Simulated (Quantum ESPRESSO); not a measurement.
# Si in Quantum ESPRESSO: settings compared

The runs below take Si through relaxation of the atoms, with LDA, PBE, RPBE+D3(BJ).

Everything below comes from runs of Quantum ESPRESSO 7.5. Logs are shortened: lines on timing, memory, paths and dates and some standing lists are left out, and cuts for length are marked.

## (1) The structure

The cell holds a slab with vacuum, 6 atoms: a = 3.831 Å, b = 3.831 Å, c = 22.131 Å, α = 90.00°, β = 90.00°, γ = 120.00°.

The slab is cut from a database's or a generator's crystal, which needn't be the stable form of the element.

## (2) Relaxation of the atoms, LDA

File pw.in:

```
&CONTROL
  calculation = 'relax'
  prefix = 'pwscf'
  outdir = './tmp'
  pseudo_dir = './pseudo'
  tprnfor = .true.
  disk_io = 'low'
  nstep = 30
  forc_conv_thr = 0.001
  etot_conv_thr = 0.0001
  max_seconds = 762
/
&SYSTEM
  ibrav = 0
  nat = 6
  ntyp = 2
  ecutwfc = 32
  nbnd = 19
  occupations = 'smearing'
  smearing = 'mv'
  degauss = 0.00734986
  assume_isolated = 'esm'
  esm_bc = 'bc1'
/
&ELECTRONS
  conv_thr = 1.2d-07
  electron_maxstep = 150
  mixing_beta = 0.3
  mixing_mode = 'local-TF'
/
&IONS
  upscale = 10
  ion_dynamics = 'bfgs'
/
ATOMIC_SPECIES
Si    28.0850 Si.upf
Si9   28.0850 Si.upf
CELL_PARAMETERS angstrom
   3.8313174605    0.0000000000    0.0000000000
  -1.9156587302    3.3180182508    0.0000000000
   0.0000000000    0.0000000000   22.1306526920
ATOMIC_POSITIONS crystal
Si9    0.6666666700    0.3333333400   -0.1611035334  0 0 0
Si9    0.3333333300    0.6666666600   -0.1250435626  0 0 0
Si9    0.3333333300    0.6666666600   -0.0180299854  0 0 0
Si     0.6666666700    0.3333333400    0.0180299854
Si     0.6666666700    0.3333333400    0.1250435626
Si     0.3333333300    0.6666666600    0.1611035334
K_POINTS automatic
8 8 1 0 0 0
```

Potentials or basis: PseudoDojo 0.4.1 SR LDA stringent.

Started as:

```sh
$ OMP_NUM_THREADS=1 mpirun -n 2 pw.x -nk 2 -in pw.in > pw.out
```

pw.out:

```text
This program is part of the open-source Quantum ESPRESSO suite
     for quantum simulation of materials; please cite
         "P. Giannozzi et al., J. Phys.:Condens. Matter 21 395502 (2009);
         "P. Giannozzi et al., J. Phys.:Condens. Matter 29 465901 (2017);
         "P. Giannozzi et al., J. Chem. Phys. 152 154105 (2020);
     in publications or presentations arising from this work. More details at

     Message from routine setup:
     using ibrav=0 with symmetry is DISCOURAGED, use correct ibrav instead

     K-points division:     npool     =       2
     Subspace diagonalization in iterative solution of the eigenvalue problem:
     a serial algorithm will be used

     G-vector sticks info
     --------------------
     sticks:   dense  smooth     PW     G-vecs:    dense   smooth      PW
     Sum         463     463    139                46321    46321    7649

     Using Slab Decomposition

     bravais-lattice index     =            0
     lattice parameter (alat)  =       7.2401  a.u.
     unit-cell volume          =    1898.5312 (a.u.)^3
     number of atoms/cell      =            6
     number of atomic types    =            2
     number of electrons       =        24.00
     number of Kohn-Sham states=           19
     kinetic-energy cutoff     =      32.0000  Ry
     charge density cutoff     =     128.0000  Ry
     scf convergence threshold =      1.2E-07
     mixing beta               =       0.3000
     number of iterations used =            8  local-TF  mixing
     energy convergence thresh.=      1.0E-04
     force convergence thresh. =      1.0E-03
     Exchange-correlation= SLA  PW   NOGX NOGC
                           (   1   4   0   0   0   0   0)
     nstep                     =           30

     Effective Screening Medium Method
     =================================
     Boundary Conditions: Vacuum-Slab-Vacuum
     total charge in unit cell        =   0.0000
     grid points for fit at edges     =        4

     celldm(1)=   7.240141  celldm(2)=   0.000000  celldm(3)=   0.000000
     celldm(4)=   0.000000  celldm(5)=   0.000000  celldm(6)=   0.000000

     crystal axes: (cart. coord. in units of alat)
               a(1) = (   1.000000   0.000000   0.000000 )
               a(2) = (  -0.500000   0.866025   0.000000 )
               a(3) = (   0.000000   0.000000   5.776251 )

     reciprocal axes: (cart. coord. in units 2 pi/alat)
               b(1) = (  1.000000  0.577350 -0.000000 )
               b(2) = (  0.000000  1.154701  0.000000 )
               b(3) = (  0.000000 -0.000000  0.173123 )

     PseudoPot. # 1 for Si read from file:
     Si.upf
     Pseudo is Norm-conserving + core correction, Zval =  4.0
     Generated using ONCVPSP code by D. R. Hamann
     Using radial grid of 1510 points,  6 beta functions with:
                l(1) =   0
                l(2) =   0
                l(3) =   1
                l(4) =   1
                l(5) =   2
                l(6) =   2

     PseudoPot. # 2 for Si read from file:
     Si.upf
     Pseudo is Norm-conserving + core correction, Zval =  4.0
     Generated using ONCVPSP code by D. R. Hamann
     Using radial grid of 1510 points,  6 beta functions with:
                l(1) =   0
                l(2) =   0
                l(3) =   1
                l(4) =   1
                l(5) =   2
                l(6) =   2

     atomic species   valence    mass     pseudopotential
     Si                4.00    28.08500     Si( 1.00)
     Si9               4.00    28.08500     Si( 1.00)

      6 Sym. Ops. (no inversion) found

   Cartesian axes

     site n.     atom                  positions (alat units)
         1        Si9    tau(   1) = (   0.5000000   0.2886751  -0.9305745  )
         2        Si9    tau(   2) = (   0.0000000   0.5773503  -0.7222830  )
         3        Si9    tau(   3) = (   0.0000000   0.5773503  -0.1041457  )
         4        Si     tau(   4) = (   0.5000000   0.2886751   0.1041457  )
         5        Si     tau(   5) = (   0.5000000   0.2886751   0.7222830  )
         6        Si     tau(   6) = (   0.0000000   0.5773503   0.9305745  )

     number of k points=    10  Marzari-Vanderbilt smearing, width (Ry)=  0.0073
                       cart. coord. in units 2pi/alat
        k(    1) = (   0.0000000   0.0000000   0.0000000), wk =   0.0312500
        k(    2) = (   0.0000000   0.1443376   0.0000000), wk =   0.1875000
        k(    3) = (   0.0000000   0.2886751   0.0000000), wk =   0.1875000
        k(    4) = (   0.0000000   0.4330127   0.0000000), wk =   0.1875000
        k(    5) = (   0.0000000  -0.5773503   0.0000000), wk =   0.0937500
        k(    6) = (   0.1250000   0.2165064   0.0000000), wk =   0.1875000
        k(    7) = (   0.1250000   0.3608439   0.0000000), wk =   0.3750000
        k(    8) = (   0.1250000   0.5051815   0.0000000), wk =   0.3750000
        k(    9) = (   0.2500000   0.4330127   0.0000000), wk =   0.1875000
        k(   10) = (   0.2500000   0.5773503   0.0000000), wk =   0.1875000

     Dense  grid:    46321 G-vectors     FFT dimensions: (  27,  27, 160)

     Initial potential from superposition of free atoms

     starting charge      23.9967, renormalised to      24.0000

     negative rho (up, down):  5.743E-05 0.000E+00
     Starting wfcs are   24 randomized atomic wfcs

     Self-consistent Calculation

     iteration #  1     ecut=    32.00 Ry     beta= 0.30
     Davidson diagonalization with overlap
     ethr =  1.00E-02,  avg # of iterations =  4.9

     Threshold (ethr) on eigenvalues was too large:
     Diagonalizing with lowered threshold

     Davidson diagonalization with overlap
     ethr =  3.66E-04,  avg # of iterations = 10.0

     total energy              =     -50.97954644 Ry
     estimated scf accuracy    <       0.19696823 Ry

     iteration #  2     ecut=    32.00 Ry     beta= 0.30
     Davidson diagonalization with overlap
     ethr =  8.21E-04,  avg # of iterations =  1.1
[... 6 lines left out ...]
     iteration #  3     ecut=    32.00 Ry     beta= 0.30
     Davidson diagonalization with overlap
     ethr =  5.69E-04,  avg # of iterations =  1.0

     total energy              =     -50.94564693 Ry
     estimated scf accuracy    <       0.01062241 Ry

     iteration #  4     ecut=    32.00 Ry     beta= 0.30
     Davidson diagonalization with overlap
     c_bands:  2 eigenvalues not converged
     ethr =  4.43E-05,  avg # of iterations = 14.5

     total energy              =     -50.95300736 Ry
     estimated scf accuracy    <       0.01428449 Ry

     iteration #  5     ecut=    32.00 Ry     beta= 0.30
     Davidson diagonalization with overlap
     ethr =  4.43E-05,  avg # of iterations =  2.8

     total energy              =     -50.95345178 Ry
     estimated scf accuracy    <       0.01354119 Ry
[... 33 lines left out ...]
     iteration # 10     ecut=    32.00 Ry     beta= 0.30
     Davidson diagonalization with overlap
     ethr =  1.41E-05,  avg # of iterations =  6.8

     negative rho (up, down):  3.668E-05 0.000E+00

     total energy              =     -50.95234629 Ry
     estimated scf accuracy    <       0.00063787 Ry

[... 163 further cycles ...]
     iteration #  2     ecut=    32.00 Ry     beta= 0.30
     Davidson diagonalization with overlap
     ethr =  1.35E-07,  avg # of iterations =  4.3

     negative rho (up, down):  1.379E-07 0.000E+00

     total energy              =     -50.95532842 Ry
     estimated scf accuracy    <       0.00000133 Ry

     iteration #  3     ecut=    32.00 Ry     beta= 0.30
     Davidson diagonalization with overlap
     ethr =  5.56E-09,  avg # of iterations =  8.5
[... 66 lines left out ...]
     total energy              =     -50.95533136 Ry
     estimated scf accuracy    <       0.00000002 Ry

     iteration # 11     ecut=    32.00 Ry     beta= 0.30
     Davidson diagonalization with overlap
     ethr =  9.68E-11,  avg # of iterations =  1.0

     End of self-consistent calculation

          k = 0.0000 0.0000 0.0000 (  5859 PWs)   bands (ev):

   -16.7573 -15.9139 -14.9673 -10.8277  -8.5462  -6.2245  -6.2245  -5.6229
    -5.6078  -5.6078  -4.9537  -4.9537  -4.1176  -3.6613  -2.4615  -2.4329
    -2.4329  -1.8054  -1.6260

          k = 0.0000 0.1443 0.0000 (  5835 PWs)   bands (ev):

   -16.5756 -15.7323 -14.7829 -10.7465  -8.5358  -7.4824  -6.7687  -6.5581
    -6.2671  -5.9292  -5.3309  -5.2680  -4.1243  -3.1592  -2.3028  -1.9742
    -1.8428  -1.4942  -1.1198
[... 7 lines left out ...]
          k = 0.0000 0.4330 0.0000 (  5792 PWs)   bands (ev):

   -15.2230 -14.3910 -13.3985 -11.9099 -10.9540 -10.0199  -8.8733  -7.5728
    -7.1615  -6.9223  -6.2468  -5.5775  -4.6680  -4.0207  -3.4690  -2.6348
    -2.1080  -0.8116  -0.6361

          k = 0.0000-0.5774 0.0000 (  5758 PWs)   bands (ev):

   -14.5798 -13.8107 -12.8146 -12.6229 -11.8837 -11.0262  -8.5101  -7.7254
    -7.1865  -7.0727  -6.3955  -5.7222  -4.7522  -4.2818  -3.5118  -2.9207
    -2.1733  -1.1546  -0.6842

          k = 0.1250 0.2165 0.0000 (  5839 PWs)   bands (ev):

   -16.2177 -15.3748 -14.4187 -10.7169  -8.9531  -8.4754  -7.6976  -7.3248
    -7.2836  -6.6585  -5.9679  -5.0649  -4.4315  -2.4392  -2.3311  -1.8101
    -1.4739  -0.8861  -0.8107
[... 19 lines left out ...]
          k = 0.2500 0.5774 0.0000 (  5788 PWs)   bands (ev):

   -14.0516 -13.5090 -12.7189 -12.2078 -11.9486 -11.2215  -9.6236  -8.8965
    -8.1350  -7.8149  -7.2318  -5.2641  -4.7983  -2.8298  -1.8602  -1.2080
    -0.9323  -0.7295  -0.1613

     the Fermi energy is    -4.9100 ev

!    total energy              =     -50.95533142 Ry
     estimated scf accuracy    <          6.0E-09 Ry
     smearing contrib. (-TS)   =       0.00027706 Ry
     internal energy E=F+TS    =     -50.95560848 Ry

     The total energy is F=E-TS. E is the sum of the following terms:
     one-electron contribution =     928.59465758 Ry
     hartree contribution      =    -463.39027571 Ry
     xc contribution           =     -18.37727435 Ry
     ewald contribution        =    -497.78271599 Ry

     convergence has been achieved in  11 iterations

     Forces acting on atoms (cartesian axes, Ry/au):

     atom    1 type  2   force =     0.00000000   -0.00000000    0.02480550
     atom    2 type  2   force =     0.00000000    0.00000000   -0.02608291
     atom    3 type  2   force =     0.00000000   -0.00000000    0.00116639
     atom    4 type  1   force =     0.00000000    0.00000000   -0.00012179
     atom    5 type  1   force =     0.00000000   -0.00000000    0.00041133
     atom    6 type  1   force =     0.00000000   -0.00000000   -0.00018442

     Total force =     0.000467     Total SCF correction =     0.000122
     SCF correction compared to forces is large: reduce conv_thr to get better values
     Energy error            =      7.5E-06 Ry
     Gradient error          =      4.1E-04 Ry/Bohr

     bfgs converged in  14 scf cycles and  13 bfgs steps
     (criteria: energy <  1.0E-04 Ry, force <  1.0E-03 Ry/Bohr)

     End of BFGS Geometry Optimization

     Final energy             =     -50.9553314223 Ry

Begin final coordinates

ATOMIC_POSITIONS (crystal)
Si9              0.6666666700        0.3333333400       -0.1611035334    0   0   0
Si9              0.3333333300        0.6666666600       -0.1250435626    0   0   0
Si9              0.3333333300        0.6666666600       -0.0180299854    0   0   0
Si               0.6666666700        0.3333333400        0.0152697214
Si               0.6666666700        0.3333333400        0.1234534860
Si               0.3333333300        0.6666666600        0.1528001018
End final coordinates

=------------------------------------------------------------------------------=
   JOB DONE.
=------------------------------------------------------------------------------=
```

Run time: 4.1 min. Hardware: 2 MPI ranks of Arm Neoverse V2, shared host; peak memory 0.22 GiB.

What came out:

- Free energy: -693.2826 eV
- Energy gained by relaxing: 10.0 meV/atom
- Ionic steps: 14
- Band gap on the k mesh: 0.16 eV, indirect (least direct gap 0.22 eV)

The path:
```
step  energy change (eV)  largest force (eV/Å)
   1              0.0000                0.6725
   2             -0.0173                0.5641
   3             -0.0297                0.4534
   4             -0.0403                0.2974
   5             -0.0450                0.1945
   6             -0.0467                0.2291
   7             -0.0489                0.2341
   8             -0.0519                0.2058
   9             -0.0550                0.1536
  10             -0.0561                0.1867
  11             -0.0576                0.1803
  12             -0.0592                0.1033
  13             -0.0596                0.0398
  14             -0.0597                0.0106
```

Final structure:
```xyz
6
Lattice="3.8313 0.0000 0.0000 -1.9157 3.3180 0.0000 0.0000 0.0000 22.1307" Properties=species:S:1:pos:R:3 pbc="T T T"
Si    1.9157    1.1060   -3.5653
Si    0.0000    2.2120   -2.7673
Si    0.0000    2.2120   -0.3990
Si    1.9157    1.1060    0.3379
Si    1.9157    1.1060    2.7321
Si    0.0000    2.2120    3.3816
```

Levels at points of the mesh, in eV from the valence-band top:
| k point | band 10 | band 11 | band 12 | band 13 | band 14 | band 15 |
| --- | --- | --- | --- | --- | --- | --- |
| (0.00, 0.00, 0.00) | -0.65 | 0.00 | 0.00 | 0.84 | 1.29 | 2.49 |
| (0.00, -0.50, 0.00) | -2.12 | -1.44 | -0.77 | 0.20 | 0.67 | 1.44 |

Caveat: this smearing can shift energies of a crystal with a gap.

(Part 1 of 2 ends here.)
